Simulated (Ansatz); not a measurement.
Crystal: PbS.

```
CELL_PARAMETERS angstrom
4.08970 0.00000 0.00000
-2.04485 3.54178 0.00000
0.00000 0.00000 3.78817
ATOMIC_POSITIONS crystal
Pb 0.00000 0.00000 0.00000
S 0.66667 0.33333 0.50000
```

Measurements of this composition are mostly on another form, of space group No. 225.

| Quantity | Value |
| --- | --- |
| Program | Ansatz 0.2.0 |
| Task | relaxation of cell and atoms |
| Functional | BLYP |
| Potentials or basis | Ansatz PAW |
| Cutoff | 420 eV (not typed: the program's choice for these potentials) |
| k mesh | 8 × 8 × 7 |
| Occupations | fermi-dirac, width 0.05 eV |
| Spin | no spin polarisation |

At the start: volume 27.44 Å³/atom.

Problem. How do energy, volume and symmetry change on relaxing?

Solution. It ends after 5 steps and the volume is 29.34 Å³/atom (+6.9 %); space group P-6m2 (No. 187, to 0.05 Å).

The path:
```tsv
step	energy change (eV)	largest force (eV/Å)	volume (Å³)
1	0.0000	0.0000	54.87
2	-0.0319	0.0000	60.16
3	-0.0370	0.0000	58.85
4	-0.0371	0.0000	58.68
5	-0.0375	0.0000	58.68
```

Final structure:
```cif
data_structure
_symmetry_space_group_name_H-M 'P 1'
_symmetry_Int_Tables_number 1
_cell_length_a 4.1937
_cell_length_b 4.1937
_cell_length_c 3.8529
_cell_angle_alpha 90.000
_cell_angle_beta 90.000
_cell_angle_gamma 120.000
_cell_volume 58.68
loop_
_atom_site_label
_atom_site_type_symbol
_atom_site_fract_x
_atom_site_fract_y
_atom_site_fract_z
_atom_site_occupancy
Pb1 Pb 0.00000 0.00000 0.00000 1
S1 S 0.66667 0.33333 0.50000 1
```

Caveat: the plane-wave basis is chosen anew once the cell has moved, so the energies of steps on either side of that aren't comparable; the PAW data sets come from PBE, with cores solved anew for the run's functional, which leaves a small shift of forces and pressure.
